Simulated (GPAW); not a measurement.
Here is a GPAW 26.7.0 calculation.

The input run.py:

```python
from ase import Atoms
from ase.dft.bandgap import bandgap
from ase.io import write
from ase.units import GPa
from gpaw import GPAW, PW

atoms = Atoms(['Mn', 'O', 'O'],
              cell=[[2.8565781804, 0.0, 0.0],
                    [-1.4282890902, 2.4738692722, 0.0],
                    [0.0, 0.0, 4.6013740589]],
              scaled_positions=[[0.0, 0.0, 0.5],
                                [0.3333333333, 0.6666666667, 0.70629257],
                                [0.6666666667, 0.3333333333, 0.29370743]],
              pbc=True)
atoms.set_initial_magnetic_moments([4.0, 0.0, 0.0])

calc = GPAW(mode=PW(800),
            xc='LDA',
            kpts={'size': (7, 7, 4), 'gamma': True},
            occupations={'name': 'fermi-dirac', 'width': 0.05},
            nbands=26,
            convergence={'density': 1e-05, 'energy': 1e-05},
            maxiter=150,
            txt='gpaw.txt')
atoms.calc = calc
energy = atoms.get_potential_energy()
forces = atoms.get_forces()
stress = atoms.get_stress()
calc.write('gs.gpw')
write('result.traj', atoms)
print(f'Energy: {energy:.6f} eV')
print('Forces (eV/A):')
print(forces.round(4))
print('Stress (GPa):', (stress / GPa).round(3))
print('Moments:', calc.get_magnetic_moments().round(3))
print('Fermi level:', round(calc.get_fermi_level(), 4), 'eV')
print(f'Gap: {bandgap(calc)[0]:.4f} eV, direct: {bandgap(calc, direct=True)[0]:.4f} eV')

path = atoms.cell.bandpath('GMKGALHA,LM,KH', npoints=60, eps=1e-4)
bs_calc = calc.fixed_density(kpts=path, symmetry='off', nbands=38,
                             convergence={'bands': 'CBM+6.0', 'eigenstates': 1e-6}, txt='bands.txt')
bs = bs_calc.band_structure()
bs.write('bs.json')
print(f'Gap on the path: {bandgap(bs_calc)[0]:.4f} eV')
```

Potentials or basis: the program's PAW data sets (release 1.2.1) made for this functional, pw.

The run is started by

```console
$ OMP_NUM_THREADS=1 python run.py
```

**Question.** Estimate the band gap on the k mesh.

**Answer.** 0.43 eV, indirect (least direct gap 0.46 eV).

**Question.** Estimate the net moment.

**Answer.** 3.00 μB per cell.

**Question.** Predict the pressure.

**Answer.** -7.8 GPa.

**Question.** Predict the site moments.

**Answer.** Mn +2.78; O +0.04 μB.

Stress tensor (GPa, compression positive):
```
-8.76  0.00  0.00
 0.00 -8.76  0.00
 0.00  0.00 -5.75
```

Caveat: a cell with one magnetic atom can't hold antiferromagnetic order, which such compounds often take.
